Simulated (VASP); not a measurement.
Se:

```
CELL_PARAMETERS angstrom
4.36620 0.00000 0.00000
-2.18310 3.78124 0.00000
0.00000 0.00000 4.95360
ATOMIC_POSITIONS crystal
Se 0.22540 0.00000 0.83333
Se 0.00000 0.22540 0.16667
Se 0.77460 0.77460 0.50000
```

| Property | Result |
| --- | --- |
| Program | VASP 6.6.1 |
| Task | relaxation of cell and atoms |
| Functional | PBE |
| Potentials or basis | VASP PAW PBE potentials, release 64 (Se) |
| Cutoff | 600 eV |
| k mesh | 6 × 6 × 4 |
| Occupations | gaussian, width 0.05 eV |
| Spin | no spin polarisation |

At the start: pressure 2.9 GPa; volume 27.26 Å³/atom.

Question: How do energy, volume and symmetry change on relaxing?

Answer: Over 14 steps the energy falls by 13.5 meV/atom and the volume is 29.82 Å³/atom (+9.4 %); space group P3_121 (No. 152, to 0.05 Å).

The path:
```tsv
step	energy change (eV)	largest force (eV/Å)	pressure (GPa)	volume (Å³)
1	0.0000	0.4344	2.91	81.78
2	-0.0048	0.5175	-2.12	87.79
3	-0.0352	0.0948	0.11	84.79
4	-0.0352	0.0856	0.15	84.73
5	-0.0365	0.0657	0.13	85.01
6	-0.0380	0.0065	0.08	85.81
7	-0.0385	0.0174	0.02	86.18
8	-0.0393	0.0506	-0.18	87.29
9	-0.0390	0.1139	-0.51	89.52
10	-0.0395	0.0731	-0.32	88.14
11	-0.0396	0.0698	-0.29	88.20
12	-0.0400	0.0577	-0.25	88.38
13	-0.0404	0.0337	-0.14	88.75
14	-0.0406	0.0177	0.07	89.47
```

Final structure:
```
CELL_PARAMETERS angstrom
4.52649 0.00000 0.00000
-2.26325 3.92006 0.00000
0.00000 0.00000 5.04223
ATOMIC_POSITIONS crystal
Se 0.21876 0.00000 0.83333
Se 0.00000 0.21876 0.16667
Se 0.78124 0.78124 0.50000
```
